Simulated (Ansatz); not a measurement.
Skutterudite CoSb₃ was calculated with PBE-D4 in Ansatz (plane waves, PAW).

Settings: plane-wave cutoff 520 eV, 6×6×6 k mesh, Fermi–Dirac smearing 0.01 eV, no spin polarisation, scalar-relativistic PAW data made under PBE.

Computed points:

```
V (Å³/atom)  E − E_lowest (meV/atom)
-----------  -----------------------
21.904                         11.64
22.360                          2.79
22.816                          0.00
23.273                          2.60
23.729                          9.99
```

Question: What bulk modulus B0 and pressure derivative B′ does a third-order Birch–Murnaghan fit give?

Answer: V0 = 22.816 Å³/atom, B0 = 94.5 GPa, B′ = 4.8 (fit to the energies at full precision).

Shape and atoms are relaxed at each volume.

Measured, for comparison: bulk modulus 95 ± 5 GPa (room temperature, not corrected to a static lattice, our sources range from 85.0 to 95.0; as tabulated in Alexeev et al. (2016), arXiv:1601.07731); equilibrium volume per atom 23.06 Å³/atom (room temperature, not corrected to a static lattice; as tabulated in Alexeev et al. (2016), arXiv:1601.07731). Computed (rounded) less measured: bulk modulus -0.5 % (inside the range of the sources held), equilibrium volume per atom -1.0 %. A static lattice is as a rule a little smaller and stiffer than an uncorrected measurement, which narrows the difference in the equilibrium volume per atom and would widen misses of the other sign.

Note: the bulk modulus comes from volumes at which shape and atoms were relaxed.

Spin–orbit coupling is not included.

Ansatz is a program for electronic structure.
